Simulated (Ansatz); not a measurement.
The cell is RbBr (started from an entry of an open crystallographic database); cell and atoms were relaxed with r2SCAN. Space group Fm-3m (No. 225), cubic; conventional cell a = 6.922 Å, 41.45 Å³ an atom. Rb has 6 Br at 3.46 Å; Br has 6 Rb at 3.46 Å.

```cif
data_structure
_symmetry_space_group_name_H-M 'P 1'
_symmetry_Int_Tables_number 1
_cell_length_a 4.8944
_cell_length_b 4.8944
_cell_length_c 4.8944
_cell_angle_alpha 60.000
_cell_angle_beta 60.000
_cell_angle_gamma 60.000
_cell_volume 82.90
loop_
_atom_site_label
_atom_site_type_symbol
_atom_site_fract_x
_atom_site_fract_y
_atom_site_fract_z
_atom_site_occupancy
Rb1 Rb 0.00000 0.00000 0.00000 1
Br1 Br 0.50000 0.50000 0.50000 1
```

4 runs of Ansatz 0.2.0 on this cell differ in the functional (and in the settings that go with it). Levels are in eV from each run's valence top; v1 is the last filled band, c1 the first empty one.

Run A, mean stress +1.9 GPa (compression positive):
```
point     v2     v1     c1     c2
    Γ   0.00   0.00  11.82  15.20
    X  -0.21  -0.21  13.05  15.10
    U  -0.52  -0.32  13.86  15.82
    L  -0.40  -0.40  14.19  15.52
```

Run B, mean stress +0.3 GPa (compression positive):
```
point     v2     v1    c1     c2
    Γ   0.00   0.00  6.16   9.28
    X  -0.17  -0.17  7.51   9.04
    U  -0.44  -0.27  8.24  10.04
    L  -0.35  -0.35  8.61   9.62
```

Run C, mean stress +0.1 GPa (compression positive):
```
point     v2     v1    c1     c2
    Γ   0.00   0.00  7.30  10.48
    X  -0.18  -0.18  8.64  10.26
    U  -0.46  -0.28  9.38  11.21
    L  -0.36  -0.36  9.74  10.81
```

Run D, mean stress +0.5 GPa (compression positive):
```
point     v2     v1    c1    c2
    Γ   0.00   0.00  4.29  7.27
    X  -0.16  -0.16  5.64  7.02
    U  -0.40  -0.25  6.34  7.99
    L  -0.33  -0.33  6.74  7.62
```

**Question.** Match the runs to PBE, DDH-PBE0, PBE0, Hartree-Fock.

**Answer.** A is Hartree-Fock, B is PBE0, C is DDH-PBE0, D is PBE. In order of the gap: PBE 4.29, PBE0 6.16, DDH-PBE0 7.30, Hartree-Fock 11.82 eV.

(Simulation; spin polarisation is off.)

The runs are scalar-relativistic, without spin-orbit coupling.

The program warns that its thresholds are loose for a hybrid's stress.

The meshes of the hybrids are coarse, so their gaps aren't converged to the digits shown.
